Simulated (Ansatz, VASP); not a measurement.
HfN in VASP and in Ansatz

```
Hf N
1.0
     0.00000    2.12580    2.55096
     2.12580    0.00000    2.55096
     2.12580    2.12580    0.00000
Hf N
1 1
Direct
  0.00000 0.00000 0.00000
  0.50000 0.50000 0.50000
```

Alike in both runs: task single point; functional LDA; k mesh 20 × 20 × 20; occupations gaussian, width 0.15 eV; no spin polarisation.

|  | VASP | Ansatz |
| --- | --- | --- |
| version | VASP 6.6.1 | Ansatz 0.2.0 |
| potentials or method | VASP PAW LDA potentials, release 64 (Hf_pv, N) | scalar-relativistic, plane waves, PAW |
| plane-wave cutoff (eV) | 520 | 420 |
| valence electrons in the cell | 15 | 31 |

|  | VASP | Ansatz | Ansatz less VASP |
| --- | --- | --- | --- |
| gap on the k mesh at the Fermi level (eV) | none | none | - |
| pressure (GPa) | 9.9 | 10.7 | +0.76 |
| largest component of the traceless stress (GPa) | 39.02 | 38.67 | -0.347 |

A gap of «none» marks a metal or a gap that the smearing closes. The two sets of potentials don't hold the same shells in valence.

Spin-orbit coupling is left out, which matters for the levels of Hf.
